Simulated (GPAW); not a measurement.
# BeTe (F-43m) in GPAW: further runs

One crystal, BeTe, is run at these levels: RPBE; tasks: dielectric tensor, optical spectrum, energy-loss spectrum, optical spectrum by the Bethe-Salpeter equation.

All numbers are computed with GPAW 26.7.0; they aren't measurements. Logs are shortened: lines on timing, memory, paths and dates and some standing lists are left out, and cuts for length are marked. The log counts tension as positive stress, the text compression.

## (1) The structure

The structure is cubic, space group F-43m (No. 216). Conventional cell: a = 5.540 Å, b = 5.540 Å, c = 5.540 Å, α = 90.00°, β = 90.00°, γ = 90.00°. Te (site symmetry -43m) has 4 Be at 2.40 Å as nearest neighbours. Be (site symmetry -43m) is surrounded by 4 Te at 2.40 Å.

## (2) Dielectric tensor, RPBE

Contents of run.py:

```python
import numpy as np
from ase import Atoms
from ase.dft.bandgap import bandgap
from ase.io import write
from gpaw import GPAW, PW
from gpaw.response.df import DielectricFunction

atoms = Atoms(['Te', 'Be'],
              cell=[[0.0, 2.77, 2.77],
                    [2.77, 0.0, 2.77],
                    [2.77, 2.77, 0.0]],
              scaled_positions=[[0.75, 0.75, 0.75],
                                [0.0, 0.0, 0.0]],
              pbc=True)

calc = GPAW(mode=PW(600),
            xc='RPBE',
            kpts={'size': (7, 7, 7), 'gamma': True},
            occupations={'name': 'fermi-dirac', 'width': 0.001},
            setups={'Te': '16'},
            nbands=-7,
            convergence={'density': 1e-06},
            maxiter=150,
            txt='gpaw.txt')
atoms.calc = calc
energy = atoms.get_potential_energy()
calc.write('gs.gpw')
write('result.traj', atoms)
print(f'Energy: {energy:.6f} eV')
print('Fermi level:', round(calc.get_fermi_level(), 4), 'eV')
print(f'Gap: {bandgap(calc)[0]:.4f} eV, direct: {bandgap(calc, direct=True)[0]:.4f} eV')

for size in [(15, 15, 15), (21, 21, 21)]:
    name = 'x'.join(str(n) for n in size)
    dense = calc.fixed_density(kpts={'size': size, 'gamma': True},
                               nbands=31, convergence={'bands': 25},
                               update_fermi_level=True, txt=f'dense-{name}.txt')
    dense.write(f'{name}.gpw', mode='all')
    df = DielectricFunction(f'{name}.gpw', frequencies=np.array([0.0]), hilbert=False, eta=0.001,
                            ecut=60, nbands=25, intraband=False, txt=f'df-{name}.txt')
    for xc in ['RPA', 'ALDA_X', 'ALDA']:
        for direction in ['x', 'y', 'z', [0, 1, 1], [1, 0, 1], [1, 1, 0]]:
            e0, e = df.get_macroscopic_dielectric_constant(xc=xc, direction=direction)
            print(f'{name} {xc} {direction}: {e0:.4f} without, {e:.4f} with local fields')
```

Potentials or basis: the program's PAW data sets (release 1.2.1) made for this functional, other valence, pw.

Started as:

```bash
OMP_NUM_THREADS=1 python run.py
```

gpaw.txt:

```text
__  _  _
 | _ |_)|_||  |
 |__||  | ||/\| - 26.7.0

Input parameters:
  mode=PW(ecut=600.0),
  convergence={'density': 1e-06},
  kpts=MonkhorstPack(size=(7, 7, 7), gamma=True),
  maxiter=150,
  nbands=-7,
  occupations=Occupations(name='fermi-dirac', width=0.001),
  setups={'Te': '16'},
  xc=XC(name='RPBE')

Diagonalizing LCAO Hamiltonian
Converting LCAO to pw mode

                    Te

       Be

Atoms  # Å, Bohr magnetons
|   | symbol |        x |        y |        z |    initial magnetic moments |
|---|--------|----------|----------|----------|-----------------------------|
| 0 |     Te | 4.155000 | 4.155000 | 4.155000 | ( 0.0000,  0.0000,  0.0000) |
| 1 |     Be | 0.000000 | 0.000000 | 0.000000 | ( 0.0000,  0.0000,  0.0000) |

Unit cell  # Å
| periodic |        x |        y |        z |  lengths |    angles |
|----------|----------|----------|----------|----------|-----------|
|      yes | 0.000000 | 2.770000 | 2.770000 | 3.917372 | 60.000000 |
|      yes | 2.770000 | 0.000000 | 2.770000 | 3.917372 | 60.000000 |
|      yes | 2.770000 | 2.770000 | 0.000000 | 3.917372 | 60.000000 |

Number of symmetries: 24
Symmetry operations  # r_c * U_cc + t_c -> r_c
|    | kind |            matrix            |
|----|------|------------------------------|
|  0 |  E   |  1, 0, 0,  0, 1, 0,  0, 0, 1 |
|  1 |  σ   |  1, 0, 0,  0, 0, 1,  0, 1, 0 |
|  2 |  σ   |  1, 0,-1,  0, 1,-1,  0, 0,-1 |
|  3 |  C3  |  1, 0,-1,  0, 0,-1,  0, 1,-1 |
|  4 |  C3  |  1,-1, 0,  0,-1, 1,  0,-1, 0 |
|  5 |  σ   |  1,-1, 0,  0,-1, 0,  0,-1, 1 |
|  6 |  σ   |  0, 1, 0,  1, 0, 0,  0, 0, 1 |
|  7 |  C3  |  0, 1, 0,  0, 0, 1,  1, 0, 0 |
|  8 |  C2  |  0, 1,-1,  1, 0,-1,  0, 0,-1 |
|  9 |  S4  |  0, 1,-1,  0, 0,-1,  1, 0,-1 |
| 10 |  C3  |  0, 0, 1,  1, 0, 0,  0, 1, 0 |
| 11 |  σ   |  0, 0, 1,  0, 1, 0,  1, 0, 0 |
| 12 |  S4  |  0, 0,-1,  1, 0,-1,  0, 1,-1 |
| 13 |  C3  |  0, 0,-1,  0, 1,-1,  1, 0,-1 |
| 14 |  S4  |  0,-1, 1,  1,-1, 0,  0,-1, 0 |
| 15 |  C2  |  0,-1, 1,  0,-1, 0,  1,-1, 0 |
| 16 |  C3  |  0,-1, 0,  1,-1, 0,  0,-1, 1 |
| 17 |  S4  |  0,-1, 0,  0,-1, 1,  1,-1, 0 |
| 18 |  S4  | -1, 1, 0, -1, 0, 1, -1, 0, 0 |
| 19 |  C3  | -1, 1, 0, -1, 0, 0, -1, 0, 1 |
| 20 |  C3  | -1, 0, 1, -1, 1, 0, -1, 0, 0 |
| 21 |  S4  | -1, 0, 1, -1, 0, 0, -1, 1, 0 |
| 22 |  σ   | -1, 0, 0, -1, 1, 0, -1, 0, 1 |
| 23 |  C2  | -1, 0, 0, -1, 0, 1, -1, 1, 0 |

BZ-sampling:
  Number of BZ points: 343
  Number of IBZ points: 20

  Monkhorst-Pack size: [7, 7, 7]
  Monkhorst-Pack shift: [0, 0, 0]

K-points  # in reciprocal-cell coordinates
|     |                                coordinates |     weight |
|-----|--------------------------------------------|------------|
|   0 | (  0.00000000,   0.00000000,   0.00000000) | 0.00291545 |
|   1 | (  0.14285714,   0.14285714,   0.00000000) | 0.01749271 |
|   2 | (  0.14285714,   0.14285714,   0.14285714) | 0.02332362 |
|   3 | (  0.28571429,   0.14285714,   0.14285714) | 0.03498542 |
|   4 | (  0.28571429,   0.28571429,   0.00000000) | 0.01749271 |
|   5 | (  0.28571429,   0.28571429,   0.14285714) | 0.06997085 |
|   6 | (  0.28571429,   0.28571429,   0.28571429) | 0.02332362 |
|   7 | (  0.42857143,  -0.28571429,  -0.28571429) | 0.03498542 |
|   8 | (  0.42857143,   0.28571429,  -0.42857143) | 0.13994169 |
|   9 | (  0.42857143,   0.28571429,  -0.28571429) | 0.06997085 |
| ... |                                            |            |
|  19 | (  0.42857143,   0.42857143,   0.42857143) | 0.02332362 |

Plane wave coefficients: 1430
Cutoff: 600.0 eV

Spin-components: 1 (collinear spins)
Bands:           16
Projectors:      9
Spin-degeneracy: 2
Datatype:        complex128

Density:
  Valence electrons: 18.0
  Components: 1
  Grid points: [24 24 24]
  Charge: 0.0  # |e|

Potential:
  Grid points: [24 24 24]

species:
  Te:
    name:    Tellurium
    Z:       52.0
    valence: 16
    core:    36
    charge:  0.0  # [|e|]
    compensation charges:
      type: gauss
      rc: 0.37  # [Å]
      lmax: 2
    cutoffs:
      filter: 2.06  # [Å]
      core: 2.09  # [Å]
    projectors
    | kind |    occ | energy [eV] | rcut [Å] |
    |------|--------|-------------|----------|
    |   5s |  2.000 |     -15.026 |    1.164 |
    |   5p |  4.000 |      -5.917 |    1.164 |
    |   4d | 10.000 |     -41.654 |    1.164 |
    |    s |        |      12.185 |    1.164 |
    |    p |        |      21.294 |    1.164 |
    |    d |        |     -14.443 |    1.164 |

    Using partial waves for Te as LCAO basis

  Be:
    name:    Beryllium
    Z:       4.0
    valence: 2
    core:    2
    charge:  0.0  # [|e|]
    compensation charges:
      type: gauss
      rc: 0.25  # [Å]
      lmax: 2
    cutoffs:
      filter: 1.42  # [Å]
      core: 1.77  # [Å]
    projectors
    | kind |    occ | energy [eV] | rcut [Å] |
    |------|--------|-------------|----------|
    |   2s |  2.000 |      -5.629 |    0.794 |
    |   2p |  0.000 |      -2.014 |    0.794 |
    |    s |        |      21.582 |    0.794 |

    Using partial waves for Be as LCAO basis

Reference energy: -185199.285283  # eV

eigensolver:
  PPCG
  Converge bands: occupied
  niter=2

density mixing:
  MSR1-Mixer
  Pratt-step length: 0.05
  Maximum mixing coefficient: 0.75
  Old densities: 10
  SVD Regularization: 0.005
  Good broyden scale: 1.0
  Trust region scale: 1.0
  Backstep threshold: 4.0
  History deletion threshold: 6.0
  Fourier metric: weight=20.0, sigma=0.015

occupation numbers:
  Fermi-Dirac:
    width: 0.0010  # eV

poisson solver:
  ecut: 4800.0  # eV

xc functional:
  name: RPBE with 2 nearest neighbor stencil

convergence criteria:
- Maximum integral of absolute [dens]ity change: 1e-06 electrons / valence electron
- Maximum [total energy] change in last 3 cyles: 0.0005 eV / valence electron
- Maximum integral of absolute [eigenst]ate change: 4e-08 eV^2 / valence electron
maximum number of iterations: 150

SCF iterations
|iter     | |      energy | eigst |  dens |
|---------|-|-------------|-------|-------|
|iter:   1| |   -7.055324 | -0.53 |       |
|iter:   2| |   -7.033544 | -2.70 | -1.26 |
|iter:   3| |   -6.925002 | -2.50 | -1.29 |
|iter:   4| |   -6.928318 | -3.45 | -1.91 |
|iter:   5| |   -6.929234c| -4.38 | -2.41 |
|iter:   6| |   -6.929284c| -5.41 | -3.14 |
|iter:   7| |   -6.929288c| -6.38 | -3.78 |
|iter:   8| |   -6.929288c| -8.18c| -4.81 |
|iter:   9| |   -6.929288c| -7.83c| -5.23 |
|iter:  10| |   -6.929288c| -8.71c| -5.90 |
|iter:  11| |   -6.929288c| -9.30c| -6.63c|

Converged in 11 steps
Energy contributions relative to reference atoms: (reference = -185199.285283)

Energy contributions:
  Kinetic:          11.896625
  Coulomb:         -10.071513
  Zero:             -0.027679
  External:          0.000000
  Xc:               -8.726720
  Entropy:          -0.000000
  Spinorbit:         0.000000
  ----------------------------
  Free energy:      -6.929288
  Extrapolated:     -6.929288

dipole moment: (-0.393630, -0.393630, -0.393630)  # |e|*Ang

Fermi level: 6.953
Eigenvalues  # (at kpt = [0.000, 0.000, 0.000])
| band index |      eig [eV] | occ [0-2] |
|------------|---------------|-----------|
|          0 |       -30.736 |     2.000 |
|          1 |       -30.736 |     2.000 |
|          2 |       -30.736 |     2.000 |
|          3 |       -30.724 |     2.000 |
|          4 |       -30.724 |     2.000 |
|          5 |        -6.951 |     2.000 |
[... 8 lines left out ...]
|         14 |        15.733 |     0.000 |
|         15 |        15.733 |     0.000 |

Gap: 1.883 eV
Transition (v -> c):
  (s=0, k=0, n=8, [0.00, 0.00, 0.00]) -> (s=0, k=16, n=9, [0.43, 0.43, 0.00])
Direct/indirect transitions are different
Direct gap: 3.472 eV
Transition at: (s=0, k=0, n=8, [0.00, 0.00, 0.00])
# Writing to gs.gpw (mode='')
```

It took 6 min on 1 thread of Arm Neoverse V1, shared host; peak memory 0.94 GiB.

Results:

* Free energy: -6.9293 eV
* Band gap on the k mesh: 1.88 eV, indirect (least direct gap 3.47 eV)
* Electronic dielectric tensor (diagonal): 7.28

Electronic dielectric tensor:
```
7.28 0.00 0.00
0.00 7.28 0.00
0.00 0.00 7.28
```

Caveat: the long-wavelength limit can be off by a per cent or two; spin-orbit coupling is left out, which moves the levels of the heavy elements; an odd mesh through Γ misses points on the zone boundary, where band edges often lie.

## (3) Optical spectrum, RPBE

Contents of run.py:

```python
from ase import Atoms
from ase.dft.bandgap import bandgap
from ase.io import write
from gpaw import GPAW, PW
from gpaw.response.df import DielectricFunction

atoms = Atoms(['Te', 'Be'],
              cell=[[0.0, 2.77, 2.77],
                    [2.77, 0.0, 2.77],
                    [2.77, 2.77, 0.0]],
              scaled_positions=[[0.75, 0.75, 0.75],
                                [0.0, 0.0, 0.0]],
              pbc=True)

calc = GPAW(mode=PW(600),
            xc='RPBE',
            kpts={'size': (7, 7, 7), 'gamma': True},
            occupations={'name': 'fermi-dirac', 'width': 0.001},
            setups={'Te': '16'},
            nbands=-7,
            convergence={'density': 1e-06},
            maxiter=150,
            txt='gpaw.txt')
atoms.calc = calc
energy = atoms.get_potential_energy()
calc.write('gs.gpw')
write('result.traj', atoms)
print(f'Energy: {energy:.6f} eV')
print('Fermi level:', round(calc.get_fermi_level(), 4), 'eV')
print(f'Gap: {bandgap(calc)[0]:.4f} eV, direct: {bandgap(calc, direct=True)[0]:.4f} eV')

dense = calc.fixed_density(kpts={'size': (21, 21, 21), 'gamma': True},
                           nbands=39, convergence={'bands': 33},
                           update_fermi_level=True, txt='dense.txt')
dense.write('dense.gpw', mode='all')

df = DielectricFunction('dense.gpw', frequencies={'type': 'nonlinear', 'domega0': 0.05, 'omega2': 10},
                        eta=0.2, ecut=40, nbands=33, eshift=0.5, intraband=False, txt='df.txt')
for direction in ['x']:
    df.get_dielectric_function(xc='ALDA', direction=direction, filename=f'df_{direction}.csv')
    e0, e = df.get_macroscopic_dielectric_constant(xc='ALDA', direction=direction)
    print(f'{direction}: static eps {e0:.4f} without, {e:.4f} with local fields')
```

Potentials or basis: the program's PAW data sets (release 1.2.1) made for this functional, other valence, pw.

Started as:

```bash
OMP_NUM_THREADS=1 python run.py
```

gpaw.txt:

```text
__  _  _
 | _ |_)|_||  |
 |__||  | ||/\| - 26.7.0

Input parameters:
  mode=PW(ecut=600.0),
  convergence={'density': 1e-06},
  kpts=MonkhorstPack(size=(7, 7, 7), gamma=True),
  maxiter=150,
  nbands=-7,
  occupations=Occupations(name='fermi-dirac', width=0.001),
  setups={'Te': '16'},
  xc=XC(name='RPBE')

Diagonalizing LCAO Hamiltonian
Converting LCAO to pw mode

                    Te

       Be

Atoms  # Å, Bohr magnetons
|   | symbol |        x |        y |        z |    initial magnetic moments |
|---|--------|----------|----------|----------|-----------------------------|
| 0 |     Te | 4.155000 | 4.155000 | 4.155000 | ( 0.0000,  0.0000,  0.0000) |
| 1 |     Be | 0.000000 | 0.000000 | 0.000000 | ( 0.0000,  0.0000,  0.0000) |

Unit cell  # Å
[... 159 lines left out ...]
SCF iterations
|iter     | |      energy | eigst |  dens |
|---------|-|-------------|-------|-------|
|iter:   1| |   -7.055324 | -0.53 |       |
|iter:   2| |   -7.033544 | -2.70 | -1.26 |
|iter:   3| |   -6.925002 | -2.50 | -1.29 |
|iter:   4| |   -6.928318 | -3.45 | -1.91 |
|iter:   5| |   -6.929234c| -4.38 | -2.41 |
|iter:   6| |   -6.929284c| -5.41 | -3.14 |
|iter:   7| |   -6.929288c| -6.38 | -3.78 |
|iter:   8| |   -6.929288c| -8.18c| -4.81 |
|iter:   9| |   -6.929288c| -7.83c| -5.23 |
|iter:  10| |   -6.929288c| -8.71c| -5.90 |
|iter:  11| |   -6.929288c| -9.30c| -6.63c|

Converged in 11 steps
Energy contributions relative to reference atoms: (reference = -185199.285283)

Energy contributions:
  Kinetic:          11.896625
  Coulomb:         -10.071513
  Zero:             -0.027679
  External:          0.000000
  Xc:               -8.726720
  Entropy:          -0.000000
  Spinorbit:         0.000000
  ----------------------------
  Free energy:      -6.929288
  Extrapolated:     -6.929288

dipole moment: (-0.393630, -0.393630, -0.393630)  # |e|*Ang

Fermi level: 6.953
Eigenvalues  # (at kpt = [0.000, 0.000, 0.000])
| band index |      eig [eV] | occ [0-2] |
|------------|---------------|-----------|
|          0 |       -30.736 |     2.000 |
|          1 |       -30.736 |     2.000 |
|          2 |       -30.736 |     2.000 |
|          3 |       -30.724 |     2.000 |
|          4 |       -30.724 |     2.000 |
|          5 |        -6.951 |     2.000 |
[... 8 lines left out ...]
|         14 |        15.733 |     0.000 |
|         15 |        15.733 |     0.000 |

Gap: 1.883 eV
Transition (v -> c):
  (s=0, k=0, n=8, [0.00, 0.00, 0.00]) -> (s=0, k=16, n=9, [0.43, 0.43, 0.00])
Direct/indirect transitions are different
Direct gap: 3.472 eV
Transition at: (s=0, k=0, n=8, [0.00, 0.00, 0.00])
# Writing to gs.gpw (mode='')
```

stdout:

```text
Energy: -6.929288 eV
Fermi level: 6.9529 eV
Gap: 1.8825 eV, direct: 3.4719 eV
x: static eps 7.8308 without, 7.3773 with local fields
```

Run time: 8.3 min. Hardware: 1 thread of Arm Neoverse V1, shared host; peak memory 0.79 GiB.

What came out:

```yaml
Free_energy: -6.9293 eV
Band_gap_on_the_k_mesh: 1.88 eV, indirect (least direct gap 3.47 eV)
```

Dielectric function (mean over the directions given):
```
energy (eV)  real part  imaginary part
       0.25       7.39            0.02
       1.15       7.64            0.10
       2.18       8.44            0.24
       3.17      10.28            0.59
       4.16      15.29            3.99
       5.16      14.20           17.36
       6.15      -2.52           14.46
       7.12      -4.66            7.87
       8.16      -3.78            4.24
       9.18      -2.77            2.87
      10.06      -2.08            2.16
      11.09      -1.61            1.48
      12.08      -1.27            1.06
      13.00      -0.98            0.84
      14.10      -0.63            0.64
      15.13      -0.41            0.54
      16.21      -0.26            0.48
      17.36      -0.12            0.39
      18.58      -0.01            0.25
      19.87       0.18            0.18
```

Caveat: the long-wavelength limit can be off by a per cent or two; these spectra lack excitons; spin-orbit coupling is left out, which moves the levels of the heavy elements; an odd mesh through Γ misses points on the zone boundary, where band edges often lie.

(Continued in part 2 of 2.)
